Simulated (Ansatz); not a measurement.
SrCl2 in the fluorite structure, relaxed with r2SCAN in Ansatz 0.2.0: space group Fm-3m (No. 225), cubic; a = 6.995 Å in the conventional setting, 28.53 Å³ an atom. Sr is surrounded by 8 Cl at 3.03 Å; Cl is surrounded by 4 Sr at 3.03 Å. The cell was then strained (x, y and z are the cube axes), with the atoms relaxed again; stress is positive in compression. No spin polarisation and no zero-point or thermal motion.

- Uniaxial -1.46 % along z, other directions held: r2SCAN's stress changes by +1.12 GPa along the strain and +0.30 GPa across it.
- Isotropic +1.5 % on every length: the pressure changes by -1.51 GPa, and the HSE06 gap (X → Γ) goes from 6.591 to 6.414 eV.
- Epitaxial strain of +1.5 % in the (001) plane: the free normal strain is -0.75 % and the in-plane stress changes by -1.18 GPa.
- Uniaxial strain of -1.36 % along [111], atoms relaxed: the xy stress changes by +0.086 GPa.

Q: Estimate C₁₁, C₁₂ and the bulk modulus from the uniaxial step.

A: With compression positive, C₁₁ ≈ −Δσ∥/ε = (-1.12)/(-0.0146) = 77 GPa and C₁₂ ≈ (-0.30)/(-0.0146) = 21 GPa; B = (C₁₁ + 2C₁₂)/3 = 39 GPa. A one-sided step carries third-order terms: it reads high by some per cent.

Q: What bulk modulus does the isotropic step give?

A: Δ ln V = 3 ln(1.0150) = +0.0447, so B ≈ −ΔP/Δ ln V = 34 GPa, against 39 GPa from C₁₁ and C₁₂; one-sided steps of finite size carry third-order terms.

Q: Give the volume deformation potential of that gap and its pressure coefficient.

A: a_V = ΔE_g/Δ ln V = (-0.177)/(+0.0447) = -3.96 eV; dE_g/dP = −a_V/B = +117 meV/GPa, with HSE06's gap and r2SCAN's modulus.

Q: What do the film's normal strain and stress say about the elastic constants?

A: ε⊥/ε∥ = (-0.0075)/(+0.0150) = -0.50, which linear elasticity sets to −2C₁₂/C₁₁ = -0.54 from the uniaxial step. The biaxial modulus is M = −Δσ/ε∥ = 79 GPa (C₁₁ + C₁₂ − 2C₁₂²/C₁₁ = 86 GPa).

Q: How much elastic energy does the film store, with 28.53 Å³ an atom?

A: u = M ε∥² = −Δσ ε∥ = +1.18 × (+0.0150) = 0.0177 GPa, and 1 GPa Å³ is 6.2415 meV: 3.15 meV an atom. The total energies of the two runs differ by 3.29 meV an atom.

Q: Estimate C₄₄.

A: A strain ε along [111] has ε_xy = ε/3 = -0.00453, an engineering shear of 2ε/3, so C₄₄ ≈ −Δσ_xy/(2ε/3) = 9 GPa, atoms relaxed.

Where an edge lies off the special points, it is a point of the mesh or the k point where a search put PBE's edge or least direct gap, reused for the other functionals, whose own edges may lie a little apart.

The meshes of the hybrids are coarse, so their gaps aren't converged to the digits shown.
